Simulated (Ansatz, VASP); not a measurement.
Given: the input of a run of Ansatz 0.2.0 on As.

input.yaml

```yaml
crystal:
  lattice:
    - [2.9794804, -0.10061659, 0.32377096]
    - [-0.10061659, 2.58301288, 0.26188432]
    - [0.32377096, 0.26188432, 2.54855196]
  atoms:
    - { symbol: As, position: [0.5, 0.5, 0.5] }
hamiltonian:
  xc: pbe
  pseudopotentials: { kind: paw }
kpoints:
  mp_grid: { grid: [9, 10, 11] }
scf:
  occupations: { method: fermi_dirac, width: 0.05 }
output:
  forces: true
  stress: true
  eigenvalues: true
```

Potentials or basis: Ansatz PAW.

Launch:

```sh
$ ansatz run input.yaml --threads 1 --pin off --max-ram 3584MiB --backend cpu --events-out ev --progress --plain --runs-dir out
```

Question: Set up the same calculation for VASP 6.6.1. Potentials there: VASP PAW PBE potentials, release 64 (As).

Answer: As run (the cutoff follows the program's own potentials):

INCAR

```
PREC = Accurate
ENCUT = 520
EDIFF = 1E-7
ISMEAR = -1
SIGMA = 0.05
LREAL = F
LASPH = T
NELM = 60
ALGO = Normal
ISIF = 2
LWAVE = F
LCHARG = F
GGA = PE
NBANDS = 8
```

File KPOINTS:

```
Automatic mesh
0
Gamma
  9 10 11
```

The input POSCAR:

```
As
1.0
    2.9794804000     -0.1006165900      0.3237709600
   -0.1006165900      2.5830128800      0.2618843200
    0.3237709600      0.2618843200      2.5485519600
As
1
Direct
    0.5000000000      0.5000000000      0.5000000000
```

Potentials or basis: VASP PAW PBE potentials, release 64 (As).

Launch:

```sh
$ cat potpaw_PBE.64/As/POTCAR > POTCAR
$ mpirun -np 1 vasp_std > vasp.out
```

Both were run:

|  | VASP | Ansatz | Ansatz less VASP |
| --- | --- | --- | --- |
| gap on the k mesh at the Fermi level (eV) | none | none | - |
| pressure (GPa) | 7.7 | 7.5 | -0.26 |
| largest component of the traceless stress (GPa) | 12.35 | 12.16 | -0.185 |

A gap of «none» marks a metal or a gap that the smearing closes. With one functional, cell and mesh, what is left measures potentials, basis and numerics. The two sets of potentials don't hold the same shells in valence.
